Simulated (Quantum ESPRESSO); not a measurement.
Ge:

```
CELL_PARAMETERS angstrom
-2.49590 2.65086 1.43695
2.49590 -2.65086 1.43695
2.49590 2.65086 -1.43695
ATOMIC_POSITIONS crystal
Ge 0.31406 0.06406 0.25000
Ge 0.68594 0.93594 0.75000
```

This isn't the form of Ge at room conditions, which is diamond.

- Program: Quantum ESPRESSO 7.5
- Task: single point
- Functional: PBEsol
- Potentials or basis: GBRV 1.5 PBEsol
- Cutoff: 612 eV
- Density cutoff: 4898 eV
- k mesh: 11 × 11 × 11
- Occupations: fermi-dirac, width 0.05 eV
- Spin: no spin polarisation

On this cell: pressure -2.7 GPa; largest force 0.059 eV/Å; band gap on the k mesh none (metal or under the smearing width).

The same run follows on a disturbed copy (atoms moved at random, drawn with an rms of 0.05 Å):

```
Ge
1.0
    -2.49590    2.65086    1.43695
     2.49590   -2.65086    1.43695
     2.49590    2.65086   -1.43695
Ge
2
Cartesian
  -0.0545 1.3267 0.1384
  2.5130 1.3276 1.2763
```

Q: What does the disturbed cell give?

A: The energy (extrapolated to zero smearing) moves by +4.8 meV/atom; pressure -2.6 GPa; largest force 0.154 eV/Å; band gap on the k mesh none (metal or under the smearing width).

Forces in eV/Å, atoms in the order of the input:
```
Ge   0.146  0.004  0.051
Ge  -0.146 -0.004 -0.051
```

Stress tensor (GPa, compression positive):
```
-1.70  0.00 -0.46
 0.00 -3.03  0.00
-0.46  0.00 -2.96
```
